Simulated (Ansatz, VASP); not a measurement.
**Rh: VASP beside Ansatz**

```
Rh
1.0
     0.00000    1.89785    1.89785
     1.89785    0.00000    1.89785
     1.89785    1.89785    0.00000
Rh
1
Direct
  0.00000 0.00000 0.00000
```

Alike in both runs: task single point; functional PBE; k mesh 10 × 10 × 10; occupations fermi-dirac, width 0.1 eV; no spin polarisation.

|  | VASP | Ansatz |
| --- | --- | --- |
| version | VASP 6.6.1 | Ansatz 0.2.0 |
| potentials or method | VASP PAW PBE potentials, release 64 (Rh_pv) | plane waves, PAW |
| plane-wave cutoff (eV) | 520 | 422 |
| valence electrons in the cell | 15 | 17 |

Ansatz gave:

- pressure (GPa): 7.7

Question: What did VASP give for the same quantities?

Answer: Pressure (GPa): 7.9.

The functional is the same, so the differences come from potentials, cutoffs and numerics. The two sets of potentials don't hold the same shells in valence.
